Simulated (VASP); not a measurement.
# Se (P3_121) in VASP: notebook

Runs on Se. Level: PBE. Tasks: G0W0 quasiparticle levels, evGW0 quasiparticle levels.

Everything below comes from runs of VASP 6.6.1. Logs are shortened: lines on timing, memory, paths and dates and some standing lists are left out, and cuts for length are marked.

## 1. The structure

It takes space group P3_121 (No. 152, trigonal). The conventional cell has a = 4.366 Å, b = 4.366 Å, c = 4.954 Å, α = 90.00°, β = 90.00°, γ = 120.00°. Se (site symmetry 2) has 2 Se at 2.37 Å as nearest neighbours.

## 2. G0W0 quasiparticle levels, PBE

Contents of POSCAR:

```
Se
1.0
    4.3662000000      0.0000000000      0.0000000000
   -2.1831000000      3.7812401180      0.0000000000
    0.0000000000      0.0000000000      4.9536000000
Se
3
Direct
    0.7746000000      0.7746000000      0.0000000000
    0.0000000000      0.2254000000      0.6666666667
    0.2254000000      0.0000000000      0.3333333333
```

Contents of INCAR.step1:

```
ALGO     = Fast           # electronic algorithm
EDIFF    = 1E-8           # SCF threshold, eV
ENCUT    = 500            # plane-wave cutoff, eV
GGA      = PE             # functional
ISMEAR   = 0              # smearing method
KPAR     = 4            
LASPH    = True           # aspherical terms in the spheres
LCHARG   = False          # write CHGCAR
LREAL    = False          # projectors in reciprocal space
LWAVE    = True           # write WAVECAR
NELM     = 80             # most SCF steps
PREC     = Accurate       # precision mode
SIGMA    = 0.01           # smearing width, eV
```

Contents of INCAR.step2:

```
ALGO     = Exact          # electronic algorithm
EDIFF    = 1E-8           # SCF threshold, eV
ENCUT    = 500            # plane-wave cutoff, eV
GGA      = PE             # functional
ISMEAR   = 0              # smearing method
ISTART   = 1            
KPAR     = 4            
LASPH    = True           # aspherical terms in the spheres
LCHARG   = False          # write CHGCAR
LOPTICS  = True           # frequency-dependent dielectric function
LREAL    = False          # projectors in reciprocal space
LWAVE    = True           # write WAVECAR
NBANDS   = 350            # bands
NELM     = 1              # most SCF steps
PREC     = Accurate       # precision mode
SIGMA    = 0.01           # smearing width, eV
```

Contents of INCAR.step3:

```
ALGO     = EVGW0          # electronic algorithm
EDIFF    = 1E-8           # SCF threshold, eV
ENCUT    = 500            # plane-wave cutoff, eV
ENCUTGW  = 150            # cutoff of the response function
GGA      = PE             # functional
ISMEAR   = 0              # smearing method
ISTART   = 1            
KPAR     = 4            
LASPH    = True           # aspherical terms in the spheres
LCHARG   = False          # write CHGCAR
LREAL    = False          # projectors in reciprocal space
LWAVE    = False          # write WAVECAR
NBANDS   = 350            # bands
NBANDSGW = 17           
NELMGW   = 1            
NOMEGA   = 50             # frequency points
PREC     = Accurate       # precision mode
PRECFOCK = Fast         
SIGMA    = 0.01           # smearing width, eV
```

Contents of KPOINTS:

```
k-points
0
Gamma
  4 4 2
```

Potentials or basis: VASP PAW PBE potentials, release 64 (Se_GW).

On the command line:

```console
$ cat potpaw_PBE.64/Se_GW/POTCAR > POTCAR
$ cp INCAR.step1 INCAR
$ mpirun -np 4 vasp_std > vasp.out
$ cp INCAR.step2 INCAR
$ mpirun -np 4 vasp_std > vasp.out
$ cp INCAR.step3 INCAR
$ mpirun -np 4 vasp_std > vasp.out
```

OUTCAR:

```text
EDIFF = 1E-8
   ENCUT = 500
   ENCUTGW = 150
   GGA = PE
   ISMEAR = 0
   ISTART = 1
   LASPH = True
   LREAL = False
   NELMGW = 1
   PREC = Accurate
   PRECFOCK = Fast

 ion  position               nearest neighbor table
   1  0.775  0.775  0.000-   2 2.37   3 2.37
   2  0.000  0.225  0.667-   1 2.37   3 2.37
   3  0.225  0.000  0.333-   1 2.37   2 2.37

  LATTYP: Found a hexagonal cell.
 ALAT       =     4.3662000000
 C/A-ratio  =     1.1345334616

  Lattice vectors:

 A1 = (   4.3662000000,   0.0000000000,   0.0000000000)
 A2 = (  -2.1831000000,   3.7812401180,   0.0000000000)
 A3 = (   0.0000000000,   0.0000000000,   4.9536000000)

Analysis of symmetry for initial positions (statically):
=====================================================================
 Subroutine PRICEL returns:
 Original cell was already a primitive cell.

 Routine SETGRP: Setting up the symmetry group for a
 hexagonal supercell.

 Subroutine GETGRP returns: Found  6 space group operations
 (whereof  2 operations were pure point group operations)
 out of a pool of 24 trial point group operations.

The static configuration has the point symmetry C_2 .
 The point group associated with its full space group is D_3 .

Analysis of symmetry for dynamics (positions and initial velocities):
=====================================================================
 Subroutine PRICEL returns:
 Original cell was already a primitive cell.

 Routine SETGRP: Setting up the symmetry group for a
 hexagonal supercell.

 Subroutine GETGRP returns: Found  6 space group operations
 (whereof  2 operations were pure point group operations)
 out of a pool of 24 trial point group operations.

The dynamic configuration has the point symmetry C_2 .
 The point group associated with its full space group is D_3 .

 Subroutine INISYM returns: Found  6 space group operations
 (whereof  2 operations are pure point group operations),
 and found     1 'primitive' translations

----------------------------------------------------------------------------------------

                                     Primitive cell

  volume of cell :      81.7822

  direct lattice vectors                    reciprocal lattice vectors
     4.366200000  0.000000000  0.000000000     0.229032110  0.132231751  0.000000000
    -2.183100000  3.781240118  0.000000000     0.000000000  0.264463501  0.000000000
     0.000000000  0.000000000  4.953600000     0.000000000  0.000000000  0.201873385

  length of vectors
     4.366200000  4.366200000  4.953600000     0.264463501  0.264463501  0.201873385

  position of ions in fractional coordinates (direct lattice)
     0.774600000  0.774600000  0.000000000
     0.000000000  0.225400000  0.666666667
     0.225400000  0.000000000  0.333333333

  ion indices of the primitive-cell ions
   primitive index   ion index
                 1           1
                 2           2
                 3           3

----------------------------------------------------------------------------------------

 KPOINTS: k-points

Automatic generation of k-mesh.
 Grid dimensions read from file:
 generate k-points for:    4    4    2

 Generating k-lattice:

  Cartesian coordinates                     Fractional coordinates (reciprocal lattice)
     0.057258028  0.033057938  0.000000000     0.250000000  0.000000000  0.000000000
     0.000000000  0.066115875  0.000000000     0.000000000  0.250000000  0.000000000
     0.000000000  0.000000000  0.100936693     0.000000000  0.000000000  0.500000000

  Length of vectors
     0.066115875  0.066115875  0.100936693

  Shift w.r.t. Gamma in fractional coordinates (k-lattice)
     0.000000000  0.000000000  0.000000000

 Subroutine IBZKPT returns following result:
 ===========================================

 Found      8 irreducible k-points:

 Following reciprocal coordinates:
            Coordinates               Weight
  0.000000  0.000000  0.000000      1.000000
  0.250000  0.000000  0.000000      6.000000
  0.500000  0.000000  0.000000      3.000000
  0.250000  0.250000  0.000000      6.000000
  0.000000  0.000000  0.500000      1.000000
  0.250000  0.000000  0.500000      6.000000
  0.500000  0.000000  0.500000      3.000000
  0.250000  0.250000  0.500000      6.000000
   k-points           NKPTS =      8   k-points in BZ     NKDIM =     32   number of bands    NBANDS=    350
   number of dos      NEDOS =    301   number of ions     NIONS =      3
   total plane-waves  NPLWV =  36864
   dimension x,y,z NGX =    32 NGY =   32 NGZ =   36
   dimension x,y,z NGXF=    64 NGYF=   64 NGZF=   72
   ions per type =               3
   NGX,Y,Z   is equivalent  to a cutoff of  12.18, 12.18, 12.08 a.u.
   NGXF,Y,Z  is equivalent  to a cutoff of  24.37, 24.37, 24.16 a.u.
 SYSTEM =  unknown system
   PREC   = accura    normal or accurate (medium, high low for compatibility)
   ISTART =      1    job   : 0-new  1-cont  2-samecut
   ICHARG =      0    charge: 1-file 2-atom 10-const
   ISPIN  =      1    spin polarized calculation?
   LNONCOLLINEAR =      F non collinear calculations
   LSORBIT =      F    spin-orbit coupling
   LASPH  =      T    aspherical Exc in radial PAW
   ENCUT  =  500.0 eV  36.75 Ry    6.06 a.u.   7.96  7.96  9.03*2*pi/ulx,y,z
   NELM   =     60;   NELMIN=  2; NELMDL=  0     # of ELM steps
   EDIFF  = 0.1E-07   stopping-criterion for ELM
   LREAL  =      F    real-space projection
   EDIFFG = 0.1E-06   stopping-criterion for IOM
   NSW    =      0    number of steps for IOM
   IBRION =     -1    ionic relax: 0-MD 1-quasi-New 2-CG
   NFREE  =      0    steps in history (QN), initial steepest desc. (CG)
   ISIF   =      0    stress and relaxation
   ISYM   =      3    0-nonsym 1-usesym 2-fastsym
   POTIM  = 0.5000    time-step for ionic-motion
   TEBEG  =    0.0;   TEEND  =   0.0 temperature during run
   PSTRESS=    0.0 pullay stress
   NELECT =      18.0000    total number of electrons
   NUPDOWN=      -1.0000    fix difference up-down
   EMIN   =  10.00;   EMAX   =-10.00  energy-range for DOS
   EFERMI =   0.00;   METHOD = LEGACY
   ISMEAR =     0;   SIGMA  =   0.01  broadening in eV -4-tet -1-fermi 0-gaus
   EFERMI_NEDOS =   21; number of points for ismear=-14 and -15
   IALGO  =     38    algorithm
   IMIX   =      4    mixing-type and parameters
     AMIX     =   0.40;   BMIX     =  1.00
     AMIX_MAG =   1.60;   BMIX_MAG =  1.00
  volume/ion in A,a.u.               =      27.26       183.96
  Fermi-wavevector in a.u.,A,eV,Ry     =   0.988430  1.867862 13.292817  0.976995
  Thomas-Fermi vector in A             =   2.119956
   LORBIT       =      0    0 simple, 1 ext, 2 COOP (PROOUT), +10 PAW based schemes
   GGA     = PE    functional components
   LHFCALC =     T    Hartree Fock is set to
   PRECFOCK=fast      Normal, Fast or Accurate (Low or Medium for compatibility)
   ENCUT4O =  -1.0   cutoff for four orbital integrals eV
   NKREDX  =     1    reduce k-point grid by
   NKREDY  =     1    reduce k-point grid by
   NKREDZ  =     1    reduce k-point grid by
   AEXX    =    1.0000 exact exchange contribution
   HFSCREEN=    0.0000 screening length (either q_TF or 0.3 A-1)
   HFSCREENC=   0.0000 screening length for correlation (either q_TF or 0.3 A-1)
   ENCUTFOCK=  -1.0 apply spherical cutoff to Coloumb kernel
   IVDW    =     0    specifies the selected vdW correction
   LEPSILON=     F    determine dielectric tensor
   LRPA    =     F    only Hartree local field effects (RPA)
   LRPAFORCE           =     F    calculate RPA forces
   ENCUTGW             = 150.0    cutoff for response function in eV
   ENCUTGWSOFT         = 120.0    soft cutoff for Coulomb kernel in GW response function in eV
   ENCUTLF             =  -1.0    cutoff for local field effects
   NELMGW              =     1    number of iterations in solving QP/BSE equation
   NELMHF              =     1    number of iterations in the inner HF iteration
   NKREDLFX            =     1    NKREDLFY  =   1   NKREDLFZ  =   1
 non-spin polarized calculation
 Gauss-broadening in eV      SIGMA  =   0.01
  energy-cutoff  :      500.00
  volume of cell :       81.78
 maximum number of plane-waves:      2092
 NGX is ok and might be reduce to    32
  NGX = 18; NGY = 18; NGZ = 20
   NGX = 15   NGY = 15   NGZ = 19
 maximum number of plane-waves:       351
 NGX is ok and might be reduce to    18

 QP shifts <psi_nk| G(iteration)W_0 |psi_nk>: iteration 1
 for sc-GW calculations column KS-energies equals QP-energies in previous step
 and V_xc(KS)=  KS-energies - (<T + V_ion + V_H > + <T+V_H+V_ion>^1  + <V_x>^1)

 k-point   1 :       0.0000    0.0000    0.0000
  band No.  KS-energies  QP-energies   sigma(KS)   V_xc(KS)     V^pw_x(r,r')   Z            occupation Imag(sigma)

      1     -13.1833     -13.3211     -12.7720     -12.5419     -20.5689       0.5988       2.0000       1.4113
      2      -9.0558      -9.3467     -13.5405     -13.0862     -19.3354       0.6405       2.0000       0.9409
      3      -9.0558      -9.3467     -13.5405     -13.0862     -19.3354       0.6405       2.0000       0.9409
      4      -1.1616      -1.7063     -12.9888     -12.2231     -15.0423       0.7115       2.0000       0.2093
      5      -1.1616      -1.7063     -12.9888     -12.2231     -15.0423       0.7115       2.0000       0.2093
      6      -1.0869      -1.6892     -12.1906     -11.3363     -14.5014       0.7050       2.0000       0.2607
[... 9 lines left out ...]
     16      11.0598      11.0102      -9.2496      -9.1837      -4.2126       0.7509       0.0000      -0.2751
     17      11.3687      11.2212      -8.1425      -7.9479      -3.0512       0.7580       0.0000      -0.3091

 k-point   2 :       0.2500    0.0000    0.0000
  band No.  KS-energies  QP-energies   sigma(KS)   V_xc(KS)     V^pw_x(r,r')   Z            occupation Imag(sigma)

      1     -12.9650     -13.1209     -12.9188     -12.6604     -20.5657       0.6035       2.0000       1.3378
      2      -9.2666      -9.5401     -13.4023     -12.9754     -19.3432       0.6406       2.0000       0.9928
      3      -9.0353      -9.3217     -13.5657     -13.1191     -19.3465       0.6415       2.0000       0.9265
      4      -2.1722      -2.7764     -12.1156     -11.2638     -14.9652       0.7094       2.0000       0.3969
      5      -1.6929      -2.2584     -12.6599     -11.8599     -15.0396       0.7067       2.0000       0.2723
      6      -0.9218      -1.4931     -12.2936     -11.4754     -14.7479       0.6981       2.0000       0.2783
[... 9 lines left out ...]
     16      11.4789      11.4436      -9.4347      -9.3878      -4.2773       0.7533       0.0000      -0.3449
     17      11.7288      11.6607      -8.8440      -8.7536      -3.7056       0.7528       0.0000      -0.3410

 k-point   3 :       0.5000    0.0000    0.0000
  band No.  KS-energies  QP-energies   sigma(KS)   V_xc(KS)     V^pw_x(r,r')   Z            occupation Imag(sigma)
[... 85 lines left out ...]
      1     -11.7337     -11.9472     -13.2298     -12.8855     -20.2510       0.6202       2.0000       1.2036
      2     -11.5844     -11.8137     -13.3080     -12.9437     -20.2254       0.6296       2.0000       1.1742
      3      -7.8672      -8.1908     -13.2957     -12.8049     -18.6880       0.6593       2.0000       0.9605
      4      -3.2325      -3.8348     -12.0352     -11.1720     -15.3262       0.6977       2.0000       0.5061
      5      -1.7627      -2.3429     -12.4384     -11.6095     -15.1926       0.7000       2.0000       0.3395
      6      -1.5715      -2.1457     -12.2295     -11.4065     -14.9072       0.6977       2.0000       0.3190
[... 9 lines left out ...]
     16      12.0494      11.9505      -8.9796      -8.8479      -3.7559       0.7501       0.0000      -0.3513
     17      13.5065      13.5095      -9.6580      -9.6620      -4.0688       0.7574       0.0000      -0.4776

 k-point   8 :       0.2500    0.2500    0.5000
  band No.  KS-energies  QP-energies   sigma(KS)   V_xc(KS)     V^pw_x(r,r')   Z            occupation Imag(sigma)

      1     -11.6983     -11.9166     -13.2476     -12.8973     -20.2445       0.6233       2.0000       1.1969
      2     -11.6263     -11.8528     -13.2839     -12.9240     -20.2307       0.6293       2.0000       1.1851
      3      -7.8347      -8.1560     -13.3376     -12.8528     -18.7037       0.6626       2.0000       0.9417
      4      -3.0359      -3.6300     -12.3184     -11.4691     -15.3965       0.6995       2.0000       0.4320
      5      -2.1009      -2.6989     -11.8260     -10.9745     -14.9308       0.7023       2.0000       0.4443
      6      -1.9627      -2.5621     -11.9943     -11.1415     -14.9663       0.7028       2.0000       0.4088
[... 9 lines left out ...]
     16      11.8794      11.7718      -9.0023      -8.8582      -3.8450       0.7469       0.0000      -0.3156
     17      13.3752      13.3685      -9.6066      -9.5978      -4.0708       0.7559       0.0000      -0.4677
```

Run time: 2 min. Hardware: 4 MPI ranks of AMD EPYC 9R45 (Zen 5), shared host; peak memory 1 GiB.

Results:

* Band gap on the k mesh, mean-field level: 1.20 eV, indirect (least direct gap 1.62 eV)
* Quasiparticle gap: 1.79 eV
* Least direct quasiparticle gap: 2.28 eV

Caveat: the k mesh is coarse (spacing up to 0.63 Å⁻¹), so the values aren't converged; bands, screening cutoff and mesh are small and nothing is extrapolated, so the quasiparticle values aren't converged. A k mesh can miss the band edges.

(Part 1 of 2 ends here.)
